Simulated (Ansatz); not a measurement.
# AlN: a line through an energy map

One line of a two-coordinate grid on AlN (P6_3mc, No. 186; 4 atoms in the cell): equal normal strain along x, y and z is varied, at amplitude of mode 4 (239 cm⁻¹) = −0.086 Å.

Method: DFT LDA, scalar-relativistic, plane waves, PAW, in Ansatz 0.2.0.

## Step 1: The system as given

Symmetry: P6_3mc, No. 186, hexagonal system. Conventional cell: a = 3.089 Å, b = 3.089 Å, c = 4.944 Å, α = 90.00°, β = 90.00°, γ = 120.00°. Al (site symmetry 3m) is surrounded by 4 N at 1.88 to 1.89 Å. N (site symmetry 3m) has 4 Al at 1.88 to 1.89 Å as nearest neighbours.

Structure file:

```xyz
4
Lattice="3.0886 0.0000 0.0000 -1.5443 2.6748 0.0000 0.0000 0.0000 4.9436" Properties=species:S:1:pos:R:3 pbc="T T T"
Al    0.0000    1.7832    0.0075
Al    1.5443    0.8916    2.4793
N     0.0000    1.7832    1.8958
N     1.5443    0.8916    4.3676
```

It is the result of an earlier relaxation at this level (volume 10.21 Å³/atom; gap on the mesh: 4.42 eV).

## Step 2: The scan

The energy is mapped over a normal mode and a strain (zone-centre modes of the cell shown) (x along [1 0 0], y along [1 2 0], z along [0 0 1] of the conventional cell).

- amplitude of mode 4 (239 cm⁻¹), largest displacement in the unstrained cell: 7 values from −0.086 to 0.086 Å
- equal normal strain along x, y and z: 7 values from −2.50 to 2.50 %

Nothing else is relaxed (the pattern is fixed in fractional coordinates). Energies count from the relaxed high-symmetry cell. Points are written as (first, second).

The modes come from a phonon run on the reference cell, made beforehand.

The patterns, per unit of each coordinate (Å):

```csv
atom,x1,y1,z1
Al1,1.000,0.000,0.000
Al2,-1.000,0.000,0.000
N3,-0.892,0.000,0.000
N4,0.892,0.000,0.000
```

## Step 3: Grid point (−0.086 Å, −2.50 %)

The input, input.yaml:

```yaml
crystal:
  lattice:
    - [3.0113999106, 0.0, 0.0]
    - [-1.5056999553, 2.6079488235, 0.0]
    - [0.0, 0.0, 4.8199946833]
  atoms:
    - { symbol: Al, position: [0.3054891404, 0.6666666667, 0.0015210182] }
    - { symbol: Al, position: [0.6945108596, 0.3333333333, 0.5015210182] }
    - { symbol: "N", position: [0.358183494, 0.6666666667, 0.3834789818] }
    - { symbol: "N", position: [0.641816506, 0.3333333333, 0.8834789818] }
basis:
  ecutwfc: 520.0
kpoints:
  mp_grid: { grid: [9, 9, 6] }
hamiltonian:
  xc: lda
  pseudopotentials: { kind: paw, azcp: { folder: soft_1 } }
scf:
  occupations: { method: gaussian, width: 0.05 }
output:
  forces: true
  stress: true
  eigenvalues: true
```

Launch:

```
> ansatz run input.yaml --threads 1 --pin off --max-ram 2048MiB --backend cpu --events-out ev --progress --plain --runs-dir out
```

Further runs follow: the other points of the line.

What does the calculation give? Wanted: for each run, equal normal strain along x, y and z; energy; slope; pressure; largest force on an atom.

The runs gave:

| equal normal strain along x, y and z (%) | step | energy (meV) | slope (meV per %) | pressure (GPa) | band gap on the k-mesh (eV) | largest force on an atom (eV/Å) |
| --- | --- | --- | --- | --- | --- | --- |
| −2.50 | 3 | 218 | −133 | 18.3 | 4.87 | 0.500 |
| −1.67 | 4 | 127 | −85 | 11.5 | 4.78 | 0.498 |
| −0.83 | 5 | 75 | −40 | 5.3 | 4.55 | 0.495 |
| 0.00 | 6 | 60 | 2 | −0.2 | 4.33 | 0.492 |
| 0.83 | 7 | 77 | 40 | −5.2 | 4.11 | 0.489 |
| 1.67 | 8 | 127 | 77 | −9.7 | 3.89 | 0.486 |
| 2.50 | 9 | 204 | 110 | −13.7 | 3.68 | 0.482 |

Energies count from the relaxed high-symmetry cell. Slopes come from the forces (and the stress, where the cell changes), not from differences of energies.

What this shows: The lowest point of the line is at 0.00 %, 60 meV from the zero. A fit to energies and slopes at the lowest point and its two neighbours puts the minimum at −0.033 %, with a curvature of about 48 meV per %². The highest point computed, at −2.50 %, lies 158 meV above the lowest. This is one cut through a surface in two coordinates; the map's lowest point lies off it. A rigid map gives upper bounds: relaxing the other coordinates can only lower a point.

The gaps are Kohn-Sham values of a semilocal functional, not quasiparticle or optical gaps. Such gaps usually fall short of the measured ones.
